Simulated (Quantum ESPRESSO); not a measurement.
Runs of Quantum ESPRESSO 7.5 on Pb. The typed cell holds 1 atom: a = 3.476 Å, b = 3.523 Å, c = 3.499 Å, α = 59.64°, β = 59.57°, γ = 60.06°. 

```csv
task,level,potentials or basis,cell,cutoff (eV),smearing,form of the LDA correlation,most ionic steps,forc conv thr,etot conv thr,ion dynamics,other keys,gap on the mesh (eV),pressure (GPa)
single point,PBE,GBRV 1.5 LDA,as given,612,cold 0.2 eV,-,-,-,-,-,-,none,(a)
relaxation of cell and atoms,LDA,JTH 2.0 LDA,relaxed to 0.3 kbar,490,cold 0.2 eV,PW92,40,0.0004 Ry/bohr,1e-05 Ry,bfgs,startingwfc = random; cell_dofree = ibrav; k = 9 × 9 × 9,none,-
single point,PBE,SSSP 1.3 efficiency PBE,as given,748,fermi-dirac 0.05 eV,-,-,-,-,-,-,none,2.5
real-space fields,PBE+D3(BJ),PseudoDojo 0.4.1 SR LDA standard,as given,762,fermi-dirac 0.2 eV,-,-,-,-,-,-,none,0.4
```

Alike in all rows: no spin polarisation; k mesh 9 × 9 × 9.

**Question.** Estimate the missing entries.

**Answer.** (a) 2.3.

Caveats: the potentials were made for another functional, which shifts forces and pressure (some runs); the cutoff is low for these files, which shifts pressure and relaxed volume (some runs); pairwise dispersion overbinds metals, which lowers pressure and volume (some runs).

A k mesh can miss the band edges, and the runs leave out spin-orbit coupling on Pb.

A gap of «none» marks a metal or a gap under the smearing width.
